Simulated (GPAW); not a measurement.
PtS2, 3 atoms in the cell. Symmetry: P-3m1, No. 164, trigonal system. The conventional cell has a = 3.543 Å, b = 3.543 Å, c = 5.039 Å, α = 90.00°, β = 90.00°, γ = 120.00°. Around Pt (site symmetry -3m) lie 6 S at 2.34 Å. S (site symmetry 3m) has 3 Pt at 2.34 Å as nearest neighbours. 

```yaml
Program: GPAW 26.7.0
Task: optical spectrum
Functional: LDA
Potentials_or_basis: the program's PAW data sets (release 1.2.1) made for this functional
Cutoff: 400 eV
Basis: pw
k_mesh: 7 × 7 × 4
Occupations: fermi-dirac, width 0.001 eV
Spin: no spin polarisation
Hubbard_terms: Pt d U = 4.5 eV
Kernel: RPA
Eta: 0.1 eV
Response_ecut: 50 eV
Maxiter: 150
Response_k_mesh: 12 × 12 × 7
Domega0: 0.05 eV
Omega2: 10 eV
Scissors: 0.96 eV
Scissors_from: G0W0 less DFT direct gap, same cell and functional
Response_bands: 44
Directions: "[\"x\", \"z\"]"
Intraband: no
```

Potentials or basis: the program's PAW data sets (release 1.2.1) made for this functional, pw.

Command:

```sh
$ OMP_NUM_THREADS=1 python run.py
```

Hardware: 1 thread of Arm Neoverse V1 (shared host).

Task: Estimate the wall time of this run.

Result: It took 2.9 min on 1 thread of Arm Neoverse V1, with other jobs on the host, peak memory 0.41 GiB. Counts: scf iterations 24, plane waves 1009, bands 26, k points 28.
